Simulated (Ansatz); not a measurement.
# WC (Fm-3m) in Ansatz: single point with PBEsol

Aim: the single point of WC with PBEsol.

Everything below comes from runs of Ansatz 0.2.0. Logs are shortened: lines on timing, memory, paths and dates and some standing lists are left out, and cuts for length are marked.

### Step 1. Starting point

It takes space group Fm-3m (No. 225, cubic). Conventional cell: a = 4.385 Å, b = 4.385 Å, c = 4.385 Å, α = 90.00°, β = 90.00°, γ = 90.00°. W (site symmetry m-3m) has 6 C at 2.19 Å as nearest neighbours. C (site symmetry m-3m) is surrounded by 6 W at 2.19 Å.

Measurements of this composition are mostly on another form, of space group No. 187.

### Step 2. Single point, PBEsol

input.yaml reads:

```yaml
crystal:
  lattice:
    - [0.0, 2.192684, 2.192684]
    - [2.192684, 0.0, 2.192684]
    - [2.192684, 2.192684, 0.0]
  atoms:
    - { symbol: W, position: [0.0, 0.0, 0.0] }
    - { symbol: C, position: [0.5, 0.5, 0.5] }
kpoints:
  mp_grid: { grid: [8, 8, 8] }
scf:
  occupations: { method: fermi_dirac, width: 0.05 }
hamiltonian:
  xc: pbesol
  pseudopotentials: { kind: all_electron, datasets: crystal }
output:
  forces: true
  stress: true
  eigenvalues: true
```

Potentials or basis: all-electron PAW datasets made for the crystal.

Run with:

```sh
> ansatz run input.yaml --threads 2 --pin off --max-ram 8192MiB --backend cpu --events-out ev --progress --plain --runs-dir out
```

What it wrote:

```text
Warning: RAYON_NUM_THREADS=2 ignored (pool sized by the plan → 2); use --threads N
hamiltonian.pseudopotentials.datasets: crystal makes datasets for this crystal and solves the spheres of its atoms anew in each pass: cutoff 340.0 eV, the density's 1360.0 eV; for an error of 0.50 meV an atom under PBE, 1.0 meV for the cell; an energy difference from a run of another recipe may be off by several times the error for the cell, under r2SCAN by more, where some 0.1 meV an atom stays at smaller errors; C in spheres of 0.958 Å, 4 of its electrons in bands; W in spheres of 1.233 Å, 14 of its electrons in bands, 14 on its site; only band paths and densities of states list, in semicore columns, the levels of the semicore shells that are solved separately: 4f of W
band count auto-derived: 15 (N_el = 18.0; filled up to band 9; 13 by the electrons, moments and atoms)
Engine: ansatz 0.2.0, aarch64-unknown-linux-gnu
Pseudopotentials: kind: all_electron
Pseudopotential: W, paw, valence charge 28, recommended cutoff 340 eV (normal), crystal/all_electron/pbesol/scalar/gaussian/W, Koelling and Harmon's equation, gaussian nucleus
Pseudopotential: C, paw, valence charge 4, recommended cutoff 340 eV (normal), crystal/all_electron/pbesol/scalar/gaussian/C, Koelling and Harmon's equation, gaussian nucleus
Functional definition: PBEsol
  exchange = pbesol_x
  correlation = pbesol_c
Crystal: 2 atoms, lattice volume = 21.084 Å³
Basis set: ecut = 340 eV, 307 PW (Γ), exchange–correlation on 40×40×40 points (8 copies of the dense FFT grid, shifted against one another)
Bands: 15, of which v1, the nominal top of the filled ones, is band 9 counted from 1 (8 counted from 0)
Symmetry: 48 space group operations
Space group: Fm-3m (ITA 225), of the structure as read, at distance tolerance 2.8e-5 Å
k-points: 29 of 512
Non-local potential: W, projectors of the file, l = 0: 2, l = 1: 2, l = 2: 1
Non-local potential: C, projectors of the file, l = 0: 1, l = 1: 1
PAW form: soft (Blöchl's): semilocal exchange-correlation on the pseudo side does not see the compensation charge
PAW one-centre angular grid: W, 590 points (default); XC on its mesh's 1785 points in the sphere
PAW one-centre angular grid: C, 110 points (default); XC on its mesh's 1955 points in the sphere
Initial density: superposition of atomic densities (neutral atoms: chi_scale 0, normalization atom)
Initial wavefunctions: pseudopotential atomic-orbital guess
Functional: x = pbesol(κ = 0.804, μ = 0.12345679012345678), c = pbesol(β = 0.046)
iter 1 solved again at ethr=7.22e-2 eV; its pass at ethr=1.00e-1 eV (dr2=1.30e1 eV) is discarded
SCF iter   1: F=—  HF=-440109.206728 eV  |F-HF|=—  |Δ(HF+E_count)|=         —  Δρ=2.08e-1  dr2=1.27e1  ethr=7.22e-2  ⟨swp⟩=2.0  Hψ=2241  notcnv=0
preconditioner: auto → none  [metal: Δε(μ)=0.095 eV  Ē_g=13.287 eV  σ=0.050 eV  W_gap=0.40  n_scr=8 (ndim 8)  ℏωp=25.6 eV  f_vac=0.000  D(μ)=1.22/eV (n_scr^D=14)  sad-step TF]
SCF iter   2: F=—  HF=-440106.502886 eV  |F-HF|=—  |Δ(HF+E_count)|=    2.70e0  Δρ=7.08e-2  dr2=1.44e0  ethr=7.06e-2  ⟨swp⟩=2.1  Hψ=875  notcnv=0  defer=1
SCF iter   3: F=—  HF=-440106.181325 eV  |F-HF|=—  |Δ(HF+E_count)|=   3.22e-1  Δρ=4.06e-2  dr2=3.51e-1  ethr=8.00e-3  ⟨swp⟩=3.2  Hψ=1111  notcnv=0  defer=1
iter 4 solved again at ethr=9.93e-5 eV; its pass at ethr=1.95e-3 eV (dr2=1.79e-2 eV) is discarded
SCF iter   4: F=—  HF=-440106.148314 eV  |F-HF|=—  |Δ(HF+E_count)|=   3.30e-2  Δρ=1.10e-2  dr2=1.74e-2  ethr=9.93e-5  ⟨swp⟩=2.1  Hψ=1865  notcnv=0  defer=1
SCF iter   5: F=—  HF=-440106.146867 eV  |F-HF|=—  |Δ(HF+E_count)|=   1.45e-3  Δρ=2.49e-3  dr2=5.38e-4  ethr=9.69e-5  ⟨swp⟩=2.7  Hψ=869  notcnv=0  defer=1
SCF iter   6: F=—  HF=-440106.147586 eV  |F-HF|=—  |Δ(HF+E_count)|=   7.19e-4  Δρ=5.02e-4  dr2=2.32e-5  ethr=2.99e-6  ⟨swp⟩=2.2  Hψ=726  notcnv=0  defer=1
SCF iter   7: F=—  HF=-440106.147592 eV  |F-HF|=—  |Δ(HF+E_count)|=   5.53e-6  Δρ=1.34e-4  dr2=2.70e-6  ethr=1.29e-7  ⟨swp⟩=3.0  Hψ=1030  notcnv=0  defer=1
SCF iter   8: F=—  HF=-440106.147592 eV  |F-HF|=—  |Δ(HF+E_count)|=   1.24e-8  Δρ=1.96e-5  dr2=7.58e-8  ethr=1.50e-8  ⟨swp⟩=2.1  Hψ=721  notcnv=0
SCF iter   9: F=-440106.147592 eV  HF=-440106.147592 eV  |F-HF|=5.12e-9  |Δ(HF+E_count)|=   5.18e-9  Δρ=4.77e-6  dr2=6.22e-9  ethr=4.21e-10  ⟨swp⟩=2.9  Hψ=775  notcnv=0
SCF 1 converged in 9 iterations: F = -440106.147592 eV  dr2 = 6.22e-9
  Residual-converged pass: ⟨swp⟩=2.6  Hψ=707  notcnv=0  max |occ|·‖R‖ = 5.1e-6 eV (tolerance 5.3e-6 eV)  dr2=6.37e-9  dr2_onsite=1.78e-9  max |Δocc| = 4.7e-10
SCF converged after 9 iterations
Free energy (F): -440106.147592 eV
Harris-Foulkes:  -440106.147592 eV  (|F-HF|=5.12e-9)
Internal energy: -440106.134410 eV  (E = F + TS)
E sigma→0 (E₀):  -440106.141001 eV
Entropy (-TS):   -0.013182 eV (-6.591 meV/atom)
Past the cutoff: the bands carry plane waves up to 1.75 times it, of which those up to 1.5 times it add -0.000243 eV an atom, each by itself; the spheres take 0.000150 eV an atom off the energy for waves past 1.75 times it
By the cutoff:   a pressure is off by up to 0.007 GPa (1.2 times the spheres' own share and the shells' term, over an atom's volume, and 0.004 GPa: a bound that held against runs at twice the plane waves)
Past the cutoffs: a stress includes 0.0037 GPa for waves and charges beyond them, in addition to the slope of what the spheres take
In the spheres:  the bands' charges fall short by 7.5e-7 e at most (sound up to 1e-3), those of shells solved beside the bands by 1.8e-8 e (sound up to 5e-4)
Fermi energy:    26.744431 eV
--- Per-component energies (eV) ---
  E_band       = 26.098258
  E_kinetic    = 401.818503
  E_local      = -5100.235381  (includes V_loc(G=0)·N_el)
  E_nonlocal   = 51.972467
  E_hartree    = 2580.186050
  E_xc         = -184.931013
  E_vxc        = -229.554166  (∫ρ·V_xc dr)
  E_paw        = -448739.476221  (= ΣΔE_a)
  E_vpaw       = -17565.449726  (= ΣTr[D̂ρ^β])
  E_ewald      = -6422.638488
  E_smearing   = -0.013182  (= −TS)
  E_closure    = 17307.169672  (closes the sum)
  Σ components = -440106.147592   (vs F -440106.147592, Δ=0.00e0)
  The terms above E_closure are by the made datasets' own strengths, without shells solved beside the bands.
--- Forces (eV/Å), atoms counted from 1 ---
  atom   1  W     -0.00000000     0.00000000     0.00000000
  atom   2  C      0.00000000    -0.00000000    -0.00000000
  max |Σ_I F_I| component: 3.78e-30 eV/Å
--- Stress (GPa, compression-positive) ---
       -9.745691      -0.000000       0.000000
        0.000000      -9.745691      -0.000000
        0.000000       0.000000      -9.745691
  P = ⅓ Tr σ = -9.7457 GPa (-97.457 kbar)
  It holds what live shells' own plane waves past their cutoff add
--- Band table (eV; the first three rows and the last of 29) ---
  k-point 0: bands = ["-48.6829", "-12.7200", "-12.7200", "-12.7200", "10.8422", "23.8554", "23.8554", "23.8554", "25.5970", "25.5970", "25.5970", "25.6457", "25.6457", "33.0858"]
  k-point 1: bands = ["-48.6775", "-12.8102", "-12.7297", "-12.7297", "11.2769", "22.5728", "23.0726", "23.0726", "24.5507", "24.5507", "26.0536", "28.3242", "28.3242", "33.8544"]
  k-point 2: bands = ["-48.6643", "-13.0225", "-12.7530", "-12.7530", "12.4665", "20.4252", "21.4395", "21.4395", "25.5546", "25.5546", "26.6641", "31.3001", "31.3001", "34.9353"]
  k-point 28: bands = ["-48.6332", "-13.0928", "-13.0928", "-12.9368", "14.0065", "20.3175", "20.5629", "20.5629", "27.1132", "27.1132", "28.9063", "30.0613", "31.5419", "38.4080"]
```

It took 3.2 s on 2 threads of Arm Neoverse V2, shared host; peak memory 0.47 GiB.

Results:

| Quantity | Value |
| --- | --- |
| Free energy | -440106.1476 eV |
| Pressure | -9.7 GPa |
| Band gap on the k mesh | none (metal or under the smearing width) |

Caveat: the k mesh is thin for a metal, which can move the energy by tens of meV per atom.
